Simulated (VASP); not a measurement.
# SnTe (Fm-3m) in VASP: notebook

One crystal, SnTe, is run at these levels: PBEsol; tasks: relaxation of cell and atoms.

Program: VASP 6.6.1. These are calculated values, not measurements. Logs are shortened: lines on timing, memory, paths and dates and some standing lists are left out, and cuts for length are marked.

## (1) Starting point

It takes space group Fm-3m (No. 225, cubic). Conventional cell: a = 6.302 Å, b = 6.302 Å, c = 6.302 Å, α = 90.00°, β = 90.00°, γ = 90.00°. Sn (site symmetry m-3m) is surrounded by 6 Te at 3.15 Å. Around Te (site symmetry m-3m) lie 6 Sn at 3.15 Å.

## (2) Relaxation of cell and atoms, PBEsol

INCAR

```
SYSTEM = SnTe
  PREC = Accurate
  ENCUT = 520
  EDIFF = 1E-7
  ISMEAR = 0
  SIGMA = 0.02
  LREAL = .FALSE.
  LASPH = .TRUE.
  NELM = 80
  ALGO = Fast
  ISIF = 3
  LWAVE = .FALSE.
  LCHARG = .FALSE.
  GGA = PS
  IBRION = 2
  NSW = 80
  EDIFFG = -0.002
  KPAR = 4
```

KPOINTS

```
regular mesh
0
G
  8 8 8
  0 0 0
```

POSCAR

```
SnTe
1.0
    0.0000000000      3.1508500000      3.1508500000
    3.1508500000      0.0000000000      3.1508500000
    3.1508500000      3.1508500000      0.0000000000
Sn Te
1 1
Direct
    0.0000000000      0.0000000000      0.0000000000
    0.5000000000      0.5000000000      0.5000000000
```

Potentials or basis: VASP PAW PBE potentials, release 64 (Sn_d, Te).

Launch:

```sh
$ cat potpaw_PBE.64/Sn_d/POTCAR potpaw_PBE.64/Te/POTCAR > POTCAR
$ mpirun -np 4 vasp_std > vasp.out
```

OUTCAR:

```text
SYSTEM = SnTe
   PREC = Accurate
   ENCUT = 520
   EDIFF = 1E-7
   ISMEAR = 0
   LREAL = .FALSE.
   LASPH = .TRUE.
   NELM = 80
   ISIF = 3
   GGA = PS
   IBRION = 2
   NSW = 80
   EDIFFG = -0.002

 ion  position               nearest neighbor table
   1  0.000  0.000  0.000-   2 3.15   2 3.15   2 3.15   2 3.15   2 3.15   2 3.15
   2  0.500  0.500  0.500-   1 3.15   1 3.15   1 3.15   1 3.15   1 3.15   1 3.15

  LATTYP: Found a face centered cubic cell.
 ALAT       =     6.3017000000

  Lattice vectors:

 A1 = (   0.0000000000,   3.1508500000,   3.1508500000)
 A2 = (   3.1508500000,   0.0000000000,   3.1508500000)
 A3 = (   3.1508500000,   3.1508500000,   0.0000000000)

Analysis of symmetry for initial positions (statically):
=====================================================================
 Subroutine PRICEL returns:
 Original cell was already a primitive cell.

 Routine SETGRP: Setting up the symmetry group for a
 face centered cubic supercell.

 Subroutine GETGRP returns: Found 48 space group operations
 (whereof 48 operations were pure point group operations)
 out of a pool of 48 trial point group operations.

The static configuration has the point symmetry O_h .

Analysis of symmetry for dynamics (positions and initial velocities):
=====================================================================
 Subroutine PRICEL returns:
 Original cell was already a primitive cell.

 Routine SETGRP: Setting up the symmetry group for a
 face centered cubic supercell.

 Subroutine GETGRP returns: Found 48 space group operations
 (whereof 48 operations were pure point group operations)
 out of a pool of 48 trial point group operations.

The dynamic configuration has the point symmetry O_h .

 Subroutine INISYM returns: Found 48 space group operations
 (whereof 48 operations are pure point group operations),
 and found     1 'primitive' translations

----------------------------------------------------------------------------------------

                                     Primitive cell

  volume of cell :      62.5624

  direct lattice vectors                    reciprocal lattice vectors
     0.000000000  3.150850000  3.150850000    -0.158687338  0.158687338  0.158687338
     3.150850000  0.000000000  3.150850000     0.158687338 -0.158687338  0.158687338
     3.150850000  3.150850000  0.000000000     0.158687338  0.158687338 -0.158687338

  length of vectors
     4.455974803  4.455974803  4.455974803     0.274854533  0.274854533  0.274854533

  position of ions in fractional coordinates (direct lattice)
     0.000000000  0.000000000  0.000000000
     0.500000000  0.500000000  0.500000000

  ion indices of the primitive-cell ions
   primitive index   ion index
                 1           1
                 2           2

----------------------------------------------------------------------------------------

 KPOINTS: regular mesh

Automatic generation of k-mesh.
 Grid dimensions read from file:
 generate k-points for:    8    8    8

 Generating k-lattice:

  Cartesian coordinates                     Fractional coordinates (reciprocal lattice)
    -0.019835917  0.019835917  0.019835917     0.125000000  0.000000000  0.000000000
     0.019835917 -0.019835917  0.019835917     0.000000000  0.125000000  0.000000000
     0.019835917  0.019835917 -0.019835917     0.000000000  0.000000000  0.125000000

  Length of vectors
     0.034356817  0.034356817  0.034356817

  Shift w.r.t. Gamma in fractional coordinates (k-lattice)
     0.000000000  0.000000000  0.000000000

 Subroutine IBZKPT returns following result:
 ===========================================

 Found     29 irreducible k-points:

 Following reciprocal coordinates:
            Coordinates               Weight
  0.000000  0.000000  0.000000      1.000000
  0.125000  0.000000  0.000000      8.000000
  0.250000  0.000000  0.000000      8.000000
  0.375000  0.000000  0.000000      8.000000
  0.500000  0.000000  0.000000      4.000000
  0.125000  0.125000  0.000000      6.000000
[... 16 lines left out ...]
  0.500000  0.250000  0.125000     48.000000
 -0.375000  0.250000  0.125000     24.000000
 [... further k-points ...]
   k-points           NKPTS =     29   k-points in BZ     NKDIM =     29   number of bands    NBANDS=     14
   number of dos      NEDOS =    301   number of ions     NIONS =      2
   total plane-waves  NPLWV =  46656
   dimension x,y,z NGX =    36 NGY =   36 NGZ =   36
   dimension x,y,z NGXF=    72 NGYF=   72 NGZF=   72
   ions per type =               1   1
   NGX,Y,Z   is equivalent  to a cutoff of  13.43, 13.43, 13.43 a.u.
   NGXF,Y,Z  is equivalent  to a cutoff of  26.86, 26.86, 26.86 a.u.
 SYSTEM =  SnTe
   PREC   = accura    normal or accurate (medium, high low for compatibility)
   ISTART =      0    job   : 0-new  1-cont  2-samecut
   ICHARG =      2    charge: 1-file 2-atom 10-const
   ISPIN  =      1    spin polarized calculation?
   LNONCOLLINEAR =      F non collinear calculations
   LSORBIT =      F    spin-orbit coupling
   LASPH  =      T    aspherical Exc in radial PAW
   ENCUT  =  520.0 eV  38.22 Ry    6.18 a.u.   8.29  8.29  8.29*2*pi/ulx,y,z
   NELM   =     80;   NELMIN=  2; NELMDL= -5     # of ELM steps
   EDIFF  = 0.1E-06   stopping-criterion for ELM
   LREAL  =      F    real-space projection
   EDIFFG = -.2E-02   stopping-criterion for IOM
   NSW    =     80    number of steps for IOM
   IBRION =      2    ionic relax: 0-MD 1-quasi-New 2-CG
   NFREE  =      1    steps in history (QN), initial steepest desc. (CG)
   ISIF   =      3    stress and relaxation
   ISYM   =      2    0-nonsym 1-usesym 2-fastsym
   POTIM  = 0.5000    time-step for ionic-motion
   TEBEG  =    0.0;   TEEND  =   0.0 temperature during run
   PSTRESS=    0.0 pullay stress
   NELECT =      20.0000    total number of electrons
   NUPDOWN=      -1.0000    fix difference up-down
   EMIN   =  10.00;   EMAX   =-10.00  energy-range for DOS
   EFERMI =   0.00;   METHOD = LEGACY
   ISMEAR =     0;   SIGMA  =   0.02  broadening in eV -4-tet -1-fermi 0-gaus
   EFERMI_NEDOS =   21; number of points for ismear=-14 and -15
   IALGO  =     68    algorithm
   IMIX   =      4    mixing-type and parameters
     AMIX     =   0.40;   BMIX     =  1.00
     AMIX_MAG =   1.60;   BMIX_MAG =  1.00
  volume/ion in A,a.u.               =      31.28       211.10
  Fermi-wavevector in a.u.,A,eV,Ry     =   1.119387  2.115336 17.048485  1.253028
  Thomas-Fermi vector in A             =   2.256026
   LORBIT       =      0    0 simple, 1 ext, 2 COOP (PROOUT), +10 PAW based schemes
   GGA     = PS    functional components
   LHFCALC =     F    Hartree Fock is set to
   AEXX    =    0.0000 exact exchange contribution
   IVDW    =     0    specifies the selected vdW correction
   LEPSILON=     F    determine dielectric tensor
   LRPA    =     F    only Hartree local field effects (RPA)
 conjugate gradient relaxation of ions
 non-spin polarized calculation
 RMM-DIIS sequential band-by-band and
 Gauss-broadening in eV      SIGMA  =   0.02
  energy-cutoff  :      520.00
  volume of cell :       62.56
 maximum number of plane-waves:      1708
 NGX is ok and might be reduce to    36
   NGX = 17   NGY = 17   NGZ = 17

--------------------------------------- Ionic step        1  -------------------------------------------

 number of electron      19.9999998 magnetization

 Free energy of the ion-electron system (eV)
  ---------------------------------------------------
  ext. energy  EPLUGINS =         0.00000000
  ---------------------------------------------------
  free energy    TOTEN  =        -8.33764768 eV

  energy without entropy =       -8.33764768  energy(sigma->0) =       -8.33764768

------------------------ aborting loop because EDIFF is reached ----------------------------------------

  FORCE on cell =-STRESS in cart. coord.  units (eV):
  Direction    XX          YY          ZZ          XY          YZ          ZX
  --------------------------------------------------------------------------------------
  -------------------------------------------------------------------------------------
  Total       -0.1138216     -0.1138216     -0.1138216      0.0000000     -0.0000000      0.0000000
  in kB       -2.9148900     -2.9148900     -2.9148900      0.0000000     -0.0000000      0.0000000
  external PRESSURE =      -2.9148900 kB  Pullay stress =       0.0000000 kB

 VOLUME and BASIS-vectors are now :
 -----------------------------------------------------------------------------
  energy-cutoff  :      520.00
  volume of cell :       62.56
      direct lattice vectors                 reciprocal lattice vectors
     0.000000000  3.150850000  3.150850000    -0.158687338  0.158687338  0.158687338
     3.150850000  0.000000000  3.150850000     0.158687338 -0.158687338  0.158687338
     3.150850000  3.150850000  0.000000000     0.158687338  0.158687338 -0.158687338
[... 37 lines left out ...]
 POSITION                                       TOTAL-FORCE (eV/Angst)
 -----------------------------------------------------------------------------------
      3.14220      0.00000      3.14220        -0.000000     -0.000000     -0.000000
      3.14220      3.14220      3.14220         0.000000      0.000000      0.000000
 -----------------------------------------------------------------------------------
    total drift:                                0.000000      0.000000      0.000000

  FREE ENERGIE OF THE ION-ELECTRON SYSTEM (eV)
  ---------------------------------------------------
  free  energy   TOTEN  =        -8.3379559230 eV

  energy  without entropy=       -8.3379559230  energy(sigma->0) =       -8.33795592

--------------------------------------- Ionic step        3  -------------------------------------------

 number of electron      19.9999998 magnetization

 Free energy of the ion-electron system (eV)
  ---------------------------------------------------
  ext. energy  EPLUGINS =         0.00000000
  ---------------------------------------------------
  free energy    TOTEN  =        -8.33799679 eV

  energy without entropy =       -8.33799679  energy(sigma->0) =       -8.33799679

 E-fermi :   6.9048     XC(G=0):  -9.6813

 val. band max:        6.8250627303   @ k =   0.5000   0.0000   0.0000
 cond. band min:       6.9854796691   @ k =   0.5000   0.0000   0.0000
 fundamental gap:      0.1604169389
 Fermi energy:         6.9047993803

 k-point     1 :       0.0000    0.0000    0.0000
  band No.  band energies     occupation
      1     -14.9097      2.00000
      2     -14.9097      2.00000
      3     -14.9023      2.00000
      4     -14.9023      2.00000
      5     -14.9023      2.00000
      6      -5.9849      2.00000
      7       2.1916      2.00000
      8       4.7320      2.00000
      9       4.7320      2.00000
     10       4.7320      2.00000
     11      10.2249      0.00000
     12      10.2249      0.00000
     13      10.2249      0.00000
     14      11.5853      0.00000

 k-point     2 :       0.1250    0.0000    0.0000
  band No.  band energies     occupation
      1     -14.9103      2.00000
      2     -14.9103      2.00000
      3     -14.9021      2.00000
      4     -14.9014      2.00000
      5     -14.9014      2.00000
      6      -5.8517      2.00000
      7       1.4720      2.00000
      8       4.7546      2.00000
      9       4.7546      2.00000
     10       5.2329      2.00000
[... 362 lines left out ...]
 k-point    24 :      -0.3750    0.2500    0.1250
  band No.  band energies     occupation
      1     -14.9187      2.00000
      2     -14.9123      2.00000
      3     -14.8993      2.00000
      4     -14.8970      2.00000
      5     -14.8936      2.00000
      6      -4.4945      2.00000
      7      -1.1338      2.00000
      8       3.0681      2.00000
      9       3.4605      2.00000
     10       5.9428      2.00000
     11       7.3505      0.00000
     12       9.7948      0.00000
     13      10.4742      0.00000
     14      12.8358      0.00000

 [... further k-points ...]

------------------------ aborting loop because EDIFF is reached ----------------------------------------

  FORCE on cell =-STRESS in cart. coord.  units (eV):
  Direction    XX          YY          ZZ          XY          YZ          ZX
  --------------------------------------------------------------------------------------
  -------------------------------------------------------------------------------------
  Total       -0.0016343     -0.0016343     -0.0016343     -0.0000000     -0.0000000      0.0000000
  in kB       -0.0421097     -0.0421097     -0.0421097     -0.0000000     -0.0000000      0.0000000
  external PRESSURE =      -0.0421097 kB  Pullay stress =       0.0000000 kB

 VOLUME and BASIS-vectors are now :
 -----------------------------------------------------------------------------
  energy-cutoff  :      520.00
  volume of cell :       62.18
      direct lattice vectors                 reciprocal lattice vectors
    -0.000000000  3.144418002  3.144418002    -0.159011938  0.159011938  0.159011938
     3.144418002  0.000000000  3.144418002     0.159011938 -0.159011938  0.159011938
     3.144418002  3.144418002  0.000000000     0.159011938  0.159011938 -0.159011938

 POSITION                                       TOTAL-FORCE (eV/Angst)
 -----------------------------------------------------------------------------------
      0.00000      0.00000      0.00000         0.000000      0.000000      0.000000
      3.14442      3.14442      3.14442        -0.000000      0.000000     -0.000000
 -----------------------------------------------------------------------------------
    total drift:                               -0.000000      0.000000      0.000000

  FREE ENERGIE OF THE ION-ELECTRON SYSTEM (eV)
  ---------------------------------------------------
  free  energy   TOTEN  =        -8.3379967852 eV

  energy  without entropy=       -8.3379967852  energy(sigma->0) =       -8.33799679

 reached required accuracy - stopping structural energy minimisation
```

Wall time 28 s (4 MPI ranks of Intel Xeon Platinum 8488C (Sapphire Rapids), shared host); peak memory 0.21 GiB.

Results:

| Item | Value |
| --- | --- |
| Free energy | -8.3380 eV |
| Relaxed volume | 31.09 Å³/atom |
| Relaxed cell | a = 4.447 Å, b = 4.447 Å, c = 4.447 Å, α = 60.00°, β = 60.00°, γ = 60.00° |
| Space group after relaxing (to 0.05 Å) | Fm-3m (No. 225) |
| Energy gained by relaxing | 0.2 meV/atom |
| Ionic steps | 3 |
| Pressure after relaxing | 0.0 GPa |
| Band gap on the k mesh | 0.16 eV, direct |

The path:
```
step  energy change (eV)  largest force (eV/Å)  pressure (GPa)  volume (Å³)
   1              0.0000                0.0000           -0.29        62.56
   2             -0.0003                0.0000            0.10        62.05
   3             -0.0003                0.0000            0.00        62.18
```

Final structure:
```xyz
2
Lattice="0.0000 3.1444 3.1444 3.1444 0.0000 3.1444 3.1444 3.1444 0.0000" Properties=species:S:1:pos:R:3 pbc="T T T"
Sn    0.0000    0.0000    0.0000
Te    3.1444    3.1444    3.1444
```

Caveat: the PAW data sets were made with another functional, which shifts forces and pressure a little; spin-orbit coupling is left out, which moves the levels of the heavy elements.

## (3) Relaxation of cell and atoms, PBEsol

This run uses another cell than the first one, of 31.09 Å³/atom, 0.994 times its volume.

INCAR is that of step 2.

KPOINTS is that of step 2.

POSCAR

```
SnTe                                    
1.0
   -0.0000000000      3.1444180015      3.1444180015
    3.1444180015      0.0000000000      3.1444180015
    3.1444180015      3.1444180015      0.0000000000
  Sn              Te            
     1     1
Direct
     0.0000000000000000    0.0000000000000000    0.0000000000000000
     0.5000000000000000    0.5000000000000000    0.5000000000000000
```

Potentials or basis: VASP PAW PBE potentials, release 64 (Sn_d, Te).

Launch:

```sh
$ cat potpaw_PBE.64/Sn_d/POTCAR potpaw_PBE.64/Te/POTCAR > POTCAR
$ mpirun -np 4 vasp_std > vasp.out
```

OUTCAR:

```text
SYSTEM = SnTe
   PREC = Accurate
   ENCUT = 520
   EDIFF = 1E-7
   ISMEAR = 0
   LREAL = .FALSE.
   LASPH = .TRUE.
   NELM = 80
   ISIF = 3
   GGA = PS
   IBRION = 2
   NSW = 80
   EDIFFG = -0.002

 ion  position               nearest neighbor table
   1  0.000  0.000  0.000-   2 3.14   2 3.14   2 3.14   2 3.14   2 3.14   2 3.14
   2  0.500  0.500  0.500-   1 3.14   1 3.14   1 3.14   1 3.14   1 3.14   1 3.14

  LATTYP: Found a face centered cubic cell.
[... 604 lines left out ...]

  FORCE on cell =-STRESS in cart. coord.  units (eV):
  Direction    XX          YY          ZZ          XY          YZ          ZX
  --------------------------------------------------------------------------------------
  -------------------------------------------------------------------------------------
  Total       -0.0008602     -0.0008602     -0.0008602     -0.0000000     -0.0000000      0.0000000
  in kB       -0.0221642     -0.0221642     -0.0221642     -0.0000000     -0.0000000      0.0000000
  external PRESSURE =      -0.0221642 kB  Pullay stress =       0.0000000 kB

 VOLUME and BASIS-vectors are now :
 -----------------------------------------------------------------------------
  energy-cutoff  :      520.00
  volume of cell :       62.18
      direct lattice vectors                 reciprocal lattice vectors
     0.000000000  3.144418002  3.144418002    -0.159011938  0.159011938  0.159011938
     3.144418002  0.000000000  3.144418002     0.159011938 -0.159011938  0.159011938
     3.144418002  3.144418002  0.000000000     0.159011938  0.159011938 -0.159011938

 POSITION                                       TOTAL-FORCE (eV/Angst)
 -----------------------------------------------------------------------------------
      0.00000      0.00000      0.00000        -0.000000      0.000000      0.000000
      3.14442      3.14442      3.14442         0.000000     -0.000000     -0.000000
 -----------------------------------------------------------------------------------
    total drift:                               -0.000000      0.000000      0.000000

  FREE ENERGIE OF THE ION-ELECTRON SYSTEM (eV)
  ---------------------------------------------------
  free  energy   TOTEN  =        -8.3379192555 eV

  energy  without entropy=       -8.3379192555  energy(sigma->0) =       -8.33791926

 reached required accuracy - stopping structural energy minimisation
```

Wall time 10 s (4 MPI ranks of Intel Xeon Platinum 8488C (Sapphire Rapids), shared host); peak memory 0.2 GiB.

Results:

| Property | Result |
| --- | --- |
| Free energy | -8.3379 eV |
| Pressure after relaxing | 0.0 GPa |
| Band gap on the k mesh | 0.16 eV, direct |

Final structure:
```
Sn Te
1.0
     0.00000    3.14442    3.14442
     3.14442    0.00000    3.14442
     3.14442    3.14442    0.00000
Sn Te
1 1
Direct
  0.00000 0.00000 0.00000
  0.50000 0.50000 0.50000
```

Caveat: the relaxation stopped at its first step, so nothing moved; the PAW data sets were made with another functional, which shifts forces and pressure a little; spin-orbit coupling is left out, which moves the levels of the heavy elements. A k mesh can miss the band edges.
